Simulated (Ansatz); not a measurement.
Set up this calculation in Ansatz 0.2.0, as the native input.

| Property | Result |
| --- | --- |
| Task | single point |
| Functional | RPBE |
| Potentials or basis | Ansatz PAW |
| Cutoff | 420 eV (not typed: the program's choice for these potentials) |
| k mesh | 10 × 10 × 10 |
| Occupations | gaussian, width 0.05 eV |
| Spin | no spin polarisation |

Crystal: ZrC.

```
CELL_PARAMETERS angstrom
0.00000 2.36500 2.36500
2.36500 0.00000 2.36500
2.36500 2.36500 0.00000
ATOMIC_POSITIONS crystal
Zr 0.50000 0.50000 0.50000
C 0.00000 0.00000 0.00000
```

The input as run:

input.yaml

```yaml
crystal:
  lattice:
    - [0.0, 2.365, 2.365]
    - [2.365, 0.0, 2.365]
    - [2.365, 2.365, 0.0]
  atoms:
    - { symbol: Zr, position: [0.5, 0.5, 0.5] }
    - { symbol: C, position: [0.0, 0.0, 0.0] }
hamiltonian:
  xc: rpbe
  pseudopotentials: { kind: paw }
kpoints:
  mp_grid: { grid: [10, 10, 10] }
scf:
  occupations: { method: gaussian, width: 0.05 }
output:
  forces: true
  stress: true
  eigenvalues: true
  write_density: true
  write_potential: true
  elf: true
  volumetric_format: npy
```

Potentials or basis: Ansatz PAW.

Launch:

```console
$ ansatz run input.yaml --threads 2 --pin off --max-ram 5632MiB --backend cpu --events-out ev --progress --plain --runs-dir out
```

It gave:

```
Pressure               : 0.3 GPa
Band gap on the k mesh : none (metal or under the smearing width)
```

Caveat: the PAW data sets come from PBE, with cores solved anew for the run's functional, which leaves a small shift of forces and pressure.

It took 0.89 s on 2 threads of Arm Neoverse V1 (shared host), peak memory 0.29 GiB.
